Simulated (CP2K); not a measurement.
Sb:

```
Sb
1.0
     4.50666    0.00000    0.00000
     2.44723    3.78432    0.00000
     2.44723    1.33179    3.54223
Sb
2
Direct
  0.76651 0.76651 0.76651
  0.23349 0.23349 0.23349
```

Base run:

- Program: CP2K 2026.2
- Functional: PBE
- Potentials or basis: POTENTIAL_UZH Sb GTH-PBE-q5; TZVP-MOLOPT-PBE-GTH basis
- Density cutoff: 9184 eV
- k mesh: 8 × 8 × 8
- Occupations: fermi-dirac, width 0.05 eV
- Spin: no spin polarisation

Its results: band gap on the k mesh none (metal or under the smearing width); pressure 3.6 GPa; largest force 0.222 eV/Å.

Task: The run is repeated on the same cell with these changes: functional from PBE to optB88-vdW. What comes out?

Result: Band gap on the k mesh none (metal or under the smearing width); pressure 5.0 GPa; largest force 0.178 eV/Å.

Caveats: the basis of atomic orbitals isn't converged, which shifts pressures, moduli and gaps; the potentials were made for another functional, which shifts forces and pressure (some runs).
